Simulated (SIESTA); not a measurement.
C:

```
C
1.0
     2.52210    0.00000    0.00000
    -1.26105    2.18420    0.00000
     0.00000    0.00000   12.35570
C
12
Direct
  0.66667 0.33333 0.35417
  0.33333 0.66667 0.85417
  0.66667 0.33333 0.14583
  0.33333 0.66667 0.64583
  0.66667 0.33333 0.47917
  0.33333 0.66667 0.97917
  0.66667 0.33333 0.02083
  0.33333 0.66667 0.52083
  0.00000 0.00000 0.81250
  0.00000 0.00000 0.31250
  0.00000 0.00000 0.68750
  0.00000 0.00000 0.18750
```

This is a hexagonal form of diamond, not graphite.

```yaml
Program: SIESTA 5.4.2
Task: relaxation of cell and atoms
Functional: BLYP
Potentials_or_basis: PseudoDojo 0.4 standard (PBE files)
Basis: DZP (energy shift 0.003 Ry)
Grid_cutoff: 500 Ry
Energy_shift: 0.003 Ry
k_mesh: 8 × 8 × 2
Occupations: fermi-dirac, width 0.05 eV
Spin: no spin polarisation
```

At the start: pressure 25.1 GPa; volume 5.67 Å³/atom.

Q: Where does the relaxation end?

A: Over 8 steps the energy falls by 26.5 meV/atom and the volume is 6.01 Å³/atom (+5.9 %); space group P6_3/mmc (No. 194, to 0.05 Å).

The path:
```
step  energy change (eV)  largest force (eV/Å)  pressure (GPa)  volume (Å³)
   1              0.0000                0.3373           25.05        68.06
   2             -0.0417                0.1556           23.54        68.28
   3             -0.1851                0.5032           14.49        69.67
   4             -0.2452                0.5320            8.52        70.64
   5             -0.2997                0.4036            1.50        71.84
   6             -0.3153                0.1572           -0.52        72.19
   7             -0.3178                0.0111           -0.30        72.15
   8             -0.3178                0.0010           -0.05        72.10
```

Final structure:
```
C
1.0
     2.56573    0.00001    0.00000
    -1.28286    2.22199    0.00000
     0.00000    0.00000   12.64712
C
12
Direct
  0.66667 0.33333 0.35487
  0.33333 0.66667 0.85487
  0.66667 0.33333 0.14513
  0.33333 0.66667 0.64513
  0.66667 0.33333 0.47923
  0.33333 0.66667 0.97923
  0.66667 0.33333 0.02077
  0.33333 0.66667 0.52077
  0.00000 0.00000 0.81313
  0.00000 0.00000 0.31313
  0.00000 0.00000 0.68687
  0.00000 0.00000 0.18687
```

Caveat: the potentials were made for another functional, which shifts forces and pressure; the basis of atomic orbitals isn't converged, which shifts pressures, moduli and gaps.
